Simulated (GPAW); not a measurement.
## HgTe (Coloradoite): single point with LDA

The system is HgTe (Coloradoite).

```xyz
2
Lattice="0.0000 3.2145 3.2145 3.2145 0.0000 3.2145 3.2145 3.2145 0.0000" Properties=species:S:1:pos:R:3 pbc="T T T"
Hg    0.0000    0.0000    0.0000
Te    1.6073    1.6073    1.6073
```

| Quantity | Value |
| --- | --- |
| Program | GPAW 26.7.0 |
| Task | single point |
| Functional | LDA |
| Potentials or basis | the program's PAW data sets (release 1.2.1) made for this functional, other valence |
| Cutoff | 450 eV |
| Basis | pw |
| k mesh | 6 × 6 × 6 |
| Occupations | fermi-dirac, width 0.05 eV |
| Spin | no spin polarisation |
| Maxiter | 120 |
| Convergence | default |
| Data set | Te 16 |

```
Pressure               : -0.2 GPa
Band gap on the k mesh : none (metal or under the smearing width)
```

Levels at points of the mesh, in eV from the Fermi level:
```tsv
k point	band 15	band 16	band 17	band 18	band 19	band 20
(0.00, 0.00, 0.00)	-0.80	-0.04	-0.04	-0.04	3.96	3.96
(0.50, 0.50, 0.00)	-5.57	-2.39	-2.39	1.75	2.19	8.03
(0.50, 0.50, 0.50)	-5.65	-1.06	-1.06	0.57	4.78	4.78
```

Run time: 9.9 s on 1 thread of Arm Neoverse V2 (shared host), peak memory 0.15 GiB.

Caveat: the cutoff is short for stress and forces, so pressures can be off by a GPa or more. Spin-orbit coupling is left out, which matters for the levels of Hg, Te.
